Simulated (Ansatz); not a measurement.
**TePb (Fm-3m): phonons at finite temperature**

Wanted: self-consistent phonon frequencies, thermal pressure and a stability verdict for TePb.

Program: Ansatz 0.2.0. Level of theory: DFT PBE, scalar-relativistic, plane waves, PAW; PAW set soft_1. Results are calculated unless marked as measured.

## 1. Starting point

Symmetry: Fm-3m, No. 225, cubic system. Conventional cell: a = 6.462 Å, b = 6.462 Å, c = 6.462 Å, α = 90.00°, β = 90.00°, γ = 90.00°. Nearest to Te lie 6 Pb at 3.23 Å. Pb has 6 Te at 3.23 Å nearest. Farther neighbours and most contacts between anions are not listed.

## 2. Probe on a coarse mesh

A cheap single point shows whether the cell is a metal or an insulator and how far it is from rest; that sets the k-mesh and the occupations of what follows.

input.yaml reads:

```yaml
crystal:
  lattice:
    - [0.0, 3.231, 3.231]
    - [3.231, 0.0, 3.231]
    - [3.231, 3.231, 0.0]
  atoms:
    - { symbol: Te, position: [0.5, 0.5, 0.5] }
    - { symbol: Pb, position: [0.0, 0.0, 0.0] }
kpoints:
  mp_grid: { grid: [6, 6, 6] }
hamiltonian:
  xc: pbe
  pseudopotentials: { kind: paw, azcp: { folder: soft_1 } }
scf:
  occupations: { method: gaussian, width: 0.1 }
  lower_state_search: "off"
output:
  forces: true
  stress: true
  eigenvalues: true
```

Launch:

```bash
$ ansatz run input.yaml --threads 8 --pin off --max-ram 16384MiB --backend cpu --events-out ev --progress --plain --runs-dir out
```

Numbers of over 12 decimals in the logs are rounded to 6 here.

Log:

```text
Engine: ansatz 0.2.0, aarch64-unknown-linux-gnu
Pseudopotentials: kind: paw
Pseudopotential: Te, paw, valence charge 16, recommended cutoff 420 eV (normal), soft_1/Te.paw.azcp
Pseudopotential: Pb, paw, valence charge 14, recommended cutoff 420 eV (normal), soft_1/Pb.paw.azcp
Functional definition: PBE
  parameter kappa = 0.804
  parameter beta = 0.066725
  exchange = pbe_x(kappa = kappa, mu = beta*pi^2/3)
  correlation = pbe_c(beta = beta)
Crystal: 2 atoms, lattice volume = 67.459 Å³
Basis set: ecut = 420 eV, 1363 PW (Γ), exchange–correlation on 64×64×64 points (8 copies of the dense FFT grid, shifted against one another)
Bands: 19, of which v1, the nominal top of the filled ones, is band 15 counted from 1 (14 counted from 0)
Symmetry: 48 space group operations
Space group: Fm-3m (ITA 225), of the structure as read, at distance tolerance 4.1e-5 Å
k-points: 16 of 216
Non-local potential: Te, projectors of the file, l = 0: 2, l = 1: 2, l = 2: 2, l = 3: 1
Non-local potential: Pb, projectors of the file, l = 0: 2, l = 1: 2, l = 2: 2, l = 3: 1
PAW form: soft (Blöchl's): semilocal exchange-correlation on the pseudo side does not see the compensation charge
PAW one-centre angular grid: Te, 590 points (default); XC on 64 Gauss nodes
PAW one-centre angular grid: Pb, 590 points (default); XC on 64 Gauss nodes
Initial density: superposition of atomic densities (chi_scale 0.1, normalization cell, long waves kept (reshape's long-wave potential 0.00 eV rms))
Initial wavefunctions: pseudopotential atomic-orbital guess
Functional: x = pbe(κ = 0.804, μ = 0.219515), c = pbe(β = 0.066725)
SCF iter   1: F=—  HF=-18890.073235 eV  |F-HF|=—  |Δ(HF+E_count)|=         —  Δρ=2.54e-2  dr2=1.23e0  ethr=3.10e-3  ⟨swp⟩=7.4  Hψ=1728  notcnv=0
preconditioner: auto → none  [insulator: Δε(μ)=0.986 eV  Ē_g=14.259 eV  σ=0.100 eV  W_gap=1.00  n_scr=14 (ndim 8)  ℏωp=20.2 eV  f_vac=0.000  D(μ)=0.00/eV (n_scr^D=0)  ε∞_Penn≈3.0]
SCF iter   2: F=—  HF=-18889.709061 eV  |F-HF|=—  |Δ(HF+E_count)|=   3.64e-1  Δρ=8.79e-3  dr2=8.71e-2  ethr=3.10e-3  ⟨swp⟩=3.7  Hψ=726  notcnv=0
SCF iter   3: F=—  HF=-18889.678413 eV  |F-HF|=—  |Δ(HF+E_count)|=   3.06e-2  Δρ=3.58e-3  dr2=6.49e-3  ethr=2.90e-4  ⟨swp⟩=2.9  Hψ=706  notcnv=0
SCF iter   4: F=—  HF=-18889.679507 eV  |F-HF|=—  |Δ(HF+E_count)|=   1.09e-3  Δρ=6.49e-4  dr2=2.49e-4  ethr=2.16e-5  ⟨swp⟩=2.1  Hψ=361  notcnv=0
SCF iter   5: F=—  HF=-18889.679566 eV  |F-HF|=—  |Δ(HF+E_count)|=   5.86e-5  Δρ=9.77e-5  dr2=6.93e-6  ethr=8.29e-7  ⟨swp⟩=2.8  Hψ=531  notcnv=0
SCF iter   6: F=—  HF=-18889.679564 eV  |F-HF|=—  |Δ(HF+E_count)|=   1.76e-6  Δρ=2.33e-5  dr2=2.66e-7  ethr=2.31e-8  ⟨swp⟩=2.0  Hψ=467  notcnv=0
SCF iter   7: F=-18889.679564 eV  HF=-18889.679564 eV  |F-HF|=4.45e-9  |Δ(HF+E_count)|=   3.71e-7  Δρ=3.87e-6  dr2=8.25e-9  ethr=3.33e-10  ⟨swp⟩=7.8  Hψ=1603  notcnv=0
SCF 1 converged in 7 iterations: F = -18889.679564 eV  dr2 = 8.25e-9
  greatest PAW one-centre occupation: 0.998 electrons in one spin orbital (limit 2), on the Te atom at site 0 (counted from 0), in its partial waves of l = 2
SCF converged after 7 iterations
Free energy (F): -18889.679564 eV
Harris-Foulkes:  -18889.679564 eV  (|F-HF|=4.45e-9)
Internal energy: -18889.679564 eV  (E = F + TS)
E sigma→0 (E₀):  -18889.679564 eV
Fermi energy:    9.150614 eV
--- Per-component energies (eV) ---
  E_band       = -313.933844
  E_kinetic    = 464.544696
  E_local      = -2715.782662  (includes V_loc(G=0)·N_el)
  E_nonlocal   = 371.510644
  E_hartree    = 1235.204852
  E_xc         = -328.735780
  E_vxc        = -240.345598  (∫ρ·V_xc dr)
  E_paw        = -15063.502234  (= ΣΔE_a)
  E_vpaw       = -664.269930  (= ΣTr[D̂ρ^β])
  E_aug_tail   = 0.000083  (compensation charges beyond the density's cutoff)
  E_ewald      = -2852.919164
  E_smearing   = -0.000000  (= −TS)
  E_closure    = 0.000000  (closes the sum)
  Σ components = -18889.679564   (vs F -18889.679564, Δ=0.00e0)
--- Forces (eV/Å), atoms counted from 1 ---
  atom   1  Te     0.00000000    -0.00000000     0.00000000
  atom   2  Pb    -0.00000000     0.00000000     0.00000000
  max |Σ_I F_I| component: 2.56e-29 eV/Å
--- Stress (GPa, compression-positive) ---
        2.150324       0.000000      -0.000000
        0.000000       2.150324       0.000000
        0.000000       0.000000       2.150324
  P = ⅓ Tr σ = 2.1503 GPa (21.503 kbar)
--- Band table (eV; the first three rows and the last of 16) ---
  k-point 0: bands = [... 11 lower, 3.1840, 7.4346, 7.4346, 7.4346, 12.8638, 12.8638, 12.8638, 14.6018]
  k-point 1: bands = [... 11 lower, 2.4553, 7.5061, 7.5061, 7.8252, 11.6841, 11.9276, 11.9276, 14.4534]
  k-point 2: bands = [... 11 lower, 1.0590, 7.7193, 7.7193, 8.4027, 10.2455, 10.6377, 10.6377, 15.3999]
  k-point 15: bands = [... 11 lower, 0.9595, 4.6194, 5.4387, 7.5257, 11.5840, 13.1135, 14.7766, 14.8279]
```

Run time: 0.4 s. Hardware: 8 threads of Arm Neoverse V1, shared host; peak memory 0.35 GiB.

The column dr2 measures how far the density is from self-consistency, as an energy; F and HF (Harris–Foulkes) agree once it is small.

Numbers from this step:

```
pressure          : 2.150 GPa
volume per atom   : 33.73 Å³/atom
gap on the k-mesh : 0.7366 eV
```

The start is under 2.2 GPa at this level and looks like an insulator or semiconductor on this mesh.

## 3. Relaxation

Phonons are second derivatives about a minimum, so cell and atoms are relaxed first, inside the symmetry of the start.

input.yaml, the sections that differ from step 2:

```yaml
kpoints:
  mp_grid: { grid: [8, 8, 8] }
scf:
  occupations: { method: gaussian, width: 0.02 }
  lower_state_search: "off"
output:
  forces: true
  stress: true
  eigenvalues: true
  write_density: true
  write_potential: true
  elf: true
  volumetric_format: npy
relax:
  adjacent_minimum: "off"
  f_tol: 0.005
  max_steps: 80
  cell: { stress_tol: 0.05 }
# crystal, hamiltonian: as in step 2
```

Log:

```text
[...]
Crystal: 2 atoms, lattice volume = 67.459 Å³
Basis set: ecut = 420 eV, 1363 PW (Γ), exchange–correlation on 64×64×64 points (8 copies of the dense FFT grid, shifted against one another)
Bands: 19, of which v1, the nominal top of the filled ones, is band 15 counted from 1 (14 counted from 0)
Symmetry: 48 space group operations
[...]
k-points: 29 of 512
[...]
SCF iter   1: F=—  HF=-18890.072273 eV  |F-HF|=—  |Δ(HF+E_count)|=         —  Δρ=2.54e-2  dr2=1.23e0  ethr=3.10e-3  ⟨swp⟩=7.8  Hψ=3180  notcnv=0
[...]
SCF iter   7: F=-18889.678700 eV  HF=-18889.678700 eV  |F-HF|=4.94e-9  |Δ(HF+E_count)|=   3.68e-7  Δρ=3.85e-6  dr2=7.74e-9  ethr=3.33e-10  ⟨swp⟩=11.6  Hψ=4354  notcnv=0
SCF 1 converged in 7 iterations: F = -18889.678700 eV  dr2 = 7.74e-9
[...]
relax step   1: F+E_penalty+E_count = -18889.67869958 eV  Δ(F+E_penalty+E_count) = +0.000e0 eV  max|allowed force component| = 1.262e-29 eV/Å  Δτ_max = 0.0000 Å  P = +2.143 GPa  Ω = 67.459 Å³  (7 SCF iters, dr2 threshold 1.00e-7 eV, accepted)
Crystal: 2 atoms, lattice volume = 71.874 Å³
Basis set: ecut = 420 eV, 1411 PW (Γ), exchange–correlation on 64×64×64 points (8 copies of the dense FFT grid, shifted against one another)
[...]
iter 1 solved again at ethr=3.44e-6 eV; its pass at ethr=3.10e-3 eV (dr2=1.03e-3 eV) is discarded
[...]
SCF iter   5: F=-18889.698444 eV  HF=-18889.698444 eV  |F-HF|=2.89e-8  |Δ(HF+E_count)|=   4.15e-7  Δρ=8.70e-6  dr2=3.31e-8  ethr=6.67e-10  ⟨swp⟩=12.3  Hψ=4295  notcnv=0
SCF 2 converged in 5 iterations: F = -18889.698444 eV  dr2 = 3.31e-8
  Residual-converged pass: ⟨swp⟩=1.0  Hψ=667  notcnv=0  max |occ|·‖R‖ = 7.0e-9 eV (tolerance 1.0e-8 eV)  dr2=3.31e-8  dr2_onsite=4.89e-9  max |Δocc| = 5.3e-210
relax step   2: F+E_penalty+E_count = -18889.69844427 eV  Δ(F+E_penalty+E_count) = -1.974e-2 eV  max|allowed force component| = 2.130e-29 eV/Å  Δτ_max = 0.0000 Å  P = -0.510 GPa  Ω = 71.874 Å³  energy of the carried Pulay correction = -6.504e-4 eV  (5 SCF iters, dr2 threshold 2.00e-7 eV, accepted)
Crystal: 2 atoms, lattice volume = 70.982 Å³
[...]
SCF iter   4: F=-18889.700130 eV  HF=-18889.700130 eV  |F-HF|=2.42e-9  |Δ(HF+E_count)|=   3.10e-7  Δρ=8.06e-6  dr2=4.61e-8  ethr=6.67e-10  ⟨swp⟩=8.1  Hψ=4251  notcnv=0
SCF 3 converged in 4 iterations: F = -18889.700130 eV  dr2 = 4.61e-8
relax step   3: F+E_penalty+E_count = -18889.70013015 eV  Δ(F+E_penalty+E_count) = -1.686e-3 eV  max|allowed force component| = 1.522e-29 eV/Å  Δτ_max = 0.0000 Å  P = -0.045 GPa  Ω = 70.982 Å³  energy of the carried Pulay correction = -5.244e-4 eV  (4 SCF iters, dr2 threshold 2.00e-7 eV, accepted)
[...]
SCF iter   6: F=-18889.700641 eV  HF=-18889.700641 eV  |F-HF|=3.64e-12  |Δ(HF+E_count)|=  9.82e-10  Δρ=4.10e-8  dr2=5.23e-13  ethr=1.00e-12  ⟨swp⟩=7.0  Hψ=2845  notcnv=0
SCF 4 converged in 6 iterations: F = -18889.700641 eV  dr2 = 5.23e-13
relax step   4: F+E_penalty+E_count = -18889.70064095 eV  Δ(F+E_penalty+E_count) = -5.108e-4 eV  max|allowed force component| = 1.315e-29 eV/Å  Δτ_max = 0.0000 Å  P = -0.047 GPa  Ω = 70.982 Å³  stress off target by 4.75e-2 GPa  SCF on the basis re-selected at this cell (its energy is not comparable with the rows above)  (6 SCF iters)
basis re-selected at this cell: Δ(F+E_penalty+E_count) = -5.108e-4 eV, ΔP = -0.003 GPa vs the last step (what re-selecting the basis moved, of the pressure what is left beyond the Pulay correction that the steps carried, after the strain that the cell walked since its last selection, with what the two solves' SCF thresholds leave and, on support functions, any second-order correction that the steps lacked; it is no m [...]
SCF converged after 6 iterations
Free energy (F): -18889.700641 eV
[...]
Internal energy: -18889.700641 eV  (E = F + TS)
E sigma→0 (E₀):  -18889.700641 eV
Fermi energy:    8.396567 eV
[...]
--- Stress (GPa, compression-positive) ---
       -0.047468      -0.000000      -0.000000
       -0.000000      -0.047468      -0.000000
       -0.000000      -0.000000      -0.047468
  P = ⅓ Tr σ = -0.0475 GPa (-0.475 kbar)
--- Band table (eV; the first three rows and the last of 29) ---
  k-point 0: bands = [... 11 lower, 2.2627, 6.8285, 6.8285, 6.8285, 12.0068, 12.0068, 12.0068, 13.9188]
  k-point 1: bands = [... 11 lower, 1.8967, 6.8659, 6.8659, 7.0196, 11.2707, 11.4583, 11.4583, 13.7636]
  k-point 2: bands = [... 11 lower, 1.0468, 6.9813, 6.9813, 7.3954, 10.1362, 10.4927, 10.4927, 14.0471]
  k-point 28: bands = [... 11 lower, 0.1778, 4.5523, 4.5523, 7.7046, 9.7113, 13.1888, 13.1888, 14.7381]
--- Relaxed structure (3 steps of the walk, 3 accepted, 1 SCFs on fresh bases) ---
  F+E_penalty+E_count = -18889.70064095 eV   max|allowed force component| = 1.315e-29 eV/Å   (the final SCF, on the basis selected at the relaxed cell)
  cell:  # Å, volume = 70.9820 Å³
    - [0, 3.286291, 3.286291]
    - [3.286291, 0, 3.286291]
    - [3.286291, 3.286291, 0]
  atoms:
    - { symbol: Te, position: [0.5, 0.5, 0.5] }
    - { symbol: Pb, position: [0, 0, 0] }
```

The job ended after 2 s (8 threads; peak memory 0.41 GiB).

Relaxation path:

```
step  energy less that of the first step (eV)  largest force component (eV/Å)  pressure (GPa)  volume (Å³)
   1                                   0.0000                          0.0000            2.14        67.46
   2                                  -0.0197                          0.0000           -0.51        71.87
   3                                  -0.0214                          0.0000           -0.04        70.98
  4*                                  -0.0219                          0.0000           -0.05        70.98
```

Relaxation steps marked * repeat the geometry before them on a plane-wave basis chosen anew for their cell, so energy and pressure can jump there.

Forces are held to the 48 operations that the run works with; a distortion that breaks them can't arise in this run.

```
conventional cell, symmetrised  before  after  change
                         a (Å)   6.462  6.573  +1.7 %
                         b (Å)   6.462  6.573  +1.7 %
                         c (Å)   6.462  6.573  +1.7 %
              volume (Å³/atom)   33.73  35.49  +5.2 %
```

Final coordinates:

```
Te Pb
1.0
     0.00000    3.28629    3.28629
     3.28629    0.00000    3.28629
     3.28629    3.28629    0.00000
Te Pb
1 1
Cartesian
  3.2863 3.2863 3.2863
  0.0000 0.0000 0.0000
```

Numbers from this step:

| Item | Value |
| --- | --- |
| pressure | -0.04747 GPa |
| gap on the k-mesh | 0.8368 eV |
| volume per atom | 35.49 Å³/atom |

Valence density in the ac plane of the conventional cell at fractional y = 0.000, with atoms of Te and Pb within 0.2 Å of it. It is the smooth field of the valence electrons, not physical close to the nuclei.

Values in e/Å³, 10 rows by 16 columns, each cell a mean:
```
 5  3  1  0  0  0  2  6  8  3  1  0  0  0  2  4
 1  0  0  0  0  0  0  1  1  0  0  0  0  0  0  1
 0  0  0  0  0  0  0  0  0  0  0  0  0  0  0  0
 1  1  0  0  0  0  0  1  1  1  0  0  0  0  0  1
12  4  1  0  0  0  2  5  6  3  1  0  0  0  2  9
 8  3  1  0  0  0  2  4  5  3  1  0  0  0  2  6
 1  0  0  0  0  0  0  1  1  0  0  0  0  0  0  1
 0  0  0  0  0  0  0  0  0  0  0  0  0  0  0  0
 1  1  0  0  0  0  0  1  1  1  0  0  0  0  0  1
 6  3  1  0  0  0  2  9 12  4  1  0  0  0  2  5
```
Columns run along a (6.6 Å), rows up along c (6.6 Å), edges of the conventional cell, whose origin can differ from the input's. Atoms in or near the plane, at fractional coordinates: Te at (0.50, 0.00), Te at (0.00, 0.50), Pb at (0.00, 0.00), Pb at (0.50, 0.50).

ELF in the ac plane of the conventional cell at fractional y = 0.000, with atoms of Te and Pb within 0.2 Å of it. It is the smooth field of the valence electrons, not physical close to the nuclei.

Ten even steps from '0' (0.02) to '9' (0.64), each cell a mean:
```
036449841027964551
466338974358953565
654226998899832355
432113689987411234
664201234443101356
999621234443114899
679942466665337987
147963563246448952
016964640026449830
027964551036449841
358953565466338974
899832355654226998
987411234432113689
443101356664201234
443114899999621234
665337987679942466
246448952147963563
026449830016964640
```
Columns run along a (6.6 Å), rows up along c (6.6 Å), edges of the conventional cell, whose origin can differ from the input's. Atoms in or near the plane, at fractional coordinates: Te at (0.50, 0.00), Te at (0.00, 0.50), Pb at (0.00, 0.00), Pb at (0.50, 0.50).

Electrostatic potential energy in the ac plane of the conventional cell at fractional y = 0.000, with atoms of Te and Pb within 0.2 Å of it. With pseudopotentials it is smooth inside the atoms' cores, unlike the true potential.

Ten even steps from '_' (-33 eV) to '@' (12 eV), each cell a mean:
```
____::##@@%%++::%%@@==--%%@@%%++____
__..++%%@@@@##--::--::**%%@@@@##--__
++**%%@@@@@@@@##++++**%%@@@@@@%%##++
%%%%@@@@@@@@@@@@%%%%@@@@@@@@@@@@@@%%
@@@@@@@@@@@@@@@@@@@@@@@@@@@@@@@@@@@@
##%%@@@@@@@@@@%%####%%@@@@@@@@@@%%%%
--==##@@@@@@%%++::::==##@@@@@@%%**--
**::==%%@@%%**..______==%%@@@@**::==
@@**--##@@%%++____..__::##@@%%++--@@
@@==--%%@@%%++________::##@@%%++::%%
--::**%%@@@@##--____..++%%@@@@##--::
++**%%@@@@@@%%##++++**%%@@@@@@@@##++
%%@@@@@@@@@@@@@@%%%%%%@@@@@@@@@@@@%%
@@@@@@@@@@@@@@@@@@@@@@@@@@@@@@@@@@@@
##%%@@@@@@@@@@%%%%##%%@@@@@@@@@@%%##
::==##@@@@@@%%**----==##@@@@@@%%++::
____==%%@@@@**::==**::==%%@@%%**..__
..__::##@@%%++--@@@@**--##@@%%++____
```
Columns run along a (6.6 Å; values clipped at the 3rd and 97th percentile), rows up along c (6.6 Å), edges of the conventional cell, whose origin can differ from the input's. Atoms in or near the plane, at fractional coordinates: Te at (0.50, 0.00), Te at (0.00, 0.50), Pb at (0.00, 0.00), Pb at (0.50, 0.50).

The relaxation ends with a pressure of -0.05 GPa.

## 4. Tight relaxation

The thresholds are tightened for a last relaxation ahead of the phonons, and where mesh or smearing change with them the cell follows.

input.yaml, the sections that differ from step 3:

```yaml
crystal:
  lattice:
    - [0.0, 3.286291441, 3.286291441]
    - [3.286291441, 0.0, 3.286291441]
    - [3.286291441, 3.286291441, 0.0]
  atoms:
    - { symbol: Te, position: [0.5, 0.5, 0.5] }
    - { symbol: Pb, position: [0.0, 0.0, 0.0] }
scf:
  occupations: { method: fixed }
  lower_state_search: "off"
output:
  forces: true
  stress: true
  eigenvalues: true
relax:
  adjacent_minimum: "off"
  f_tol: 0.001
  max_steps: 60
  cell: { stress_tol: 0.01 }
# kpoints, hamiltonian: as in step 3
```

Log:

```text
[...]
Crystal: 2 atoms, lattice volume = 70.982 Å³
Basis set: ecut = 420 eV, 1411 PW (Γ), exchange–correlation on 64×64×64 points (8 copies of the dense FFT grid, shifted against one another)
Bands: 19, of which v1, the nominal top of the filled ones, is band 15 counted from 1 (14 counted from 0)
Symmetry: 48 space group operations
[...]
k-points: 29 of 512
[...]
k-point 28: bands = [... 11 lower, 0.1952, 4.5646, 4.5646, 7.7244, 9.7320, 13.2121, 13.2121, 14.7625]
--- Relaxed structure (2 steps of the walk, 2 accepted, 1 SCFs on fresh bases) ---
[...]
cell:  # Å, volume = 70.8796 Å³
    - [0, 3.284710, 3.284710]
    - [3.284710, 0, 3.284710]
    - [3.284710, 3.284710, 0]
  atoms:
    - { symbol: Te, position: [0.5, 0.5, 0.5] }
    - { symbol: Pb, position: [0, 0, 0] }
[key lines of the parts left out:]
SCF converged after 6 iterations
Free energy (F): -18889.700654 eV
Fermi energy:    8.000272 eV
P = ⅓ Tr σ = 0.0081 GPa (0.081 kbar)
```

It took 1.6 s on 8 threads; peak memory 0.4 GiB; 9.7 s of CPU time.

Little changed from the start: no atom moved by 0.005 Å and no cell edge by 0.1 %.

This step gave:

* pressure: 0.008091 GPa
* gap on the k-mesh: 0.8342 eV
* volume per atom: 35.44 Å³/atom

The residual pressure is 0.0081 GPa, small enough for phonons.

## 5. A faulty attempt

This input was changed on purpose, to see how the program answers.

input.yaml reads:

```yaml
crystal:
  lattice:
    - [0.0, 3.2847099083, 3.2847099083]
    - [3.2847099083, 0.0, 3.2847099083]
    - [3.2847099083, 3.2847099083, 0.0]
  atoms:
    - { symbol: Te, position: [0.5, 0.5, 0.5] }
    - { symbol: Pb, position: [0.0, 0.0, 0.0] }
kpoints:
  mp_grid: { grid: [6, 6, 6] }
hamiltonian:
  xc: pbe
  pseudopotentials: { kind: paw, azcp: { folder: soft_1 } }
scf:
  occupations: { method: fixed }
  lower_state_search: "off"
  max_iter: 80
output:
  eigenvalues: true
phonons:
  supercell: [2, 2, 2]
  dielectric: false
  self_consistent: { temperatures: [] }
```

Log:

```text
Error: YAML parse error: error: line 23 column 36: phonons.self_consistent.temperatures: must list at least one temperature in K, e.g. [100, 200, 300]
  --> <input>:23:36
   |
21 |   supercell: [2, 2, 2]
22 |   dielectric: false
23 |   self_consistent: { temperatures: [] }
   |                                    ^ phonons.self_consistent.temperatures: must list at least one temperature in K, e.g. [100, 200, 300]
```

Elapsed: 0.02 s, on 8 threads; peak memory 0.023 GiB.

The input was rejected at the start.

The program's message: “Error: YAML parse error: error: line 23 column 36: phonons.self_consistent.temperatures: must list at least one temperature in K, e.g. [100, 200, 300]
  --> <input>:23:36
   |
21 |   supercell: [2, 2, …”

The fault put into the input: no temperature.

(Part 1 of 3 ends here.)

[Logs are printed without paths, hosts, clocks, repeated set-up lines and the standing remarks that a program may print on its own settings, such as how far it seeks lower states.]

[Hosts, paths, dates, database ids (printed as entryN), source tags and the programs' standing remarks are cut or masked in the printed files.]

[A step with changed settings may run another functional than the one named; its input shows which.]

[Pressures of single members of a volume series are the stress at the run's cutoff; with an incomplete basis they can lie off −dE/dV of the same runs, and they are not shown converged.]
